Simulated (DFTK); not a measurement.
Na:

```
Na
1.0
    -2.14100    2.14100    2.14100
     2.14100   -2.14100    2.14100
     2.14100    2.14100   -2.14100
Na
1
Cartesian
  0.0000 0.0000 0.0000
```

Base run:

| Property | Result |
| --- | --- |
| Program | DFTK 0.8.2 |
| Functional | r2SCAN |
| Potentials or basis | SG15 1.2 (PBE) |
| Cutoff | 1225 eV |
| k mesh | 7 × 7 × 7 |
| Occupations | fermi-dirac, width 0.05 eV |
| Spin | no spin polarisation |

Its results: band gap on the k mesh none (metal or under the smearing width); pressure -0.2 GPa.

Task: The run is repeated on the same cell with these changes: functional from r2SCAN to TASK; potentials or basis from SG15 1.2 (PBE) to in-house norm-conserving set (r2SCAN, scalar relativistic); cutoff from 1225 eV to 1252 eV. What comes out?

Result: Band gap on the k mesh none (metal or under the smearing width); pressure 2.1 GPa.

Caveats: the potentials were made for another functional, which shifts forces and pressure; the program warned that the kinetic-energy density falls under its von Weizsäcker bound, which can give unphysical results (some runs).
